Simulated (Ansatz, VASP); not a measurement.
## SiC: VASP beside Ansatz

```xyz
4
Lattice="3.0156 0.0000 0.0000 -1.5078 2.6116 0.0000 0.0000 0.0000 4.9458" Properties=species:S:1:pos:R:3 pbc="T T T"
Si    0.0000    1.7411    0.0228
Si    1.5078    0.8705    2.4957
C     0.0000    1.7411    1.8814
C     1.5078    0.8705    4.3542
```

Alike in both runs: functional PBEsol; k mesh 8 × 8 × 6; no spin polarisation.

Ansatz relaxed the structure, and its values are those at the end. VASP's run is a single point on that final structure, the one shown.

|  | VASP | Ansatz |
| --- | --- | --- |
| version | VASP 6.6.1 | Ansatz 0.2.0 |
| potentials or method | VASP PAW PBE potentials, release 64 (Si, C) | PAW with Ansatz's default frozen-core files, scalar-relativistic |
| plane-wave cutoff (eV) | 520 | 420 |
| occupations | gaussian, width 0.01 eV | fixed |
| valence electrons in the cell | 16 | 16 |

```tsv
	VASP	Ansatz	Ansatz less VASP
pressure (GPa)	15.4	15.0	-0.40
```

Caveats: so large a pressure means that the cell lies far from this level's equilibrium, or that cutoff or potentials fall short (VASP); the potentials were made for another functional, which shifts forces and pressure (VASP). A k mesh can miss the band edges.
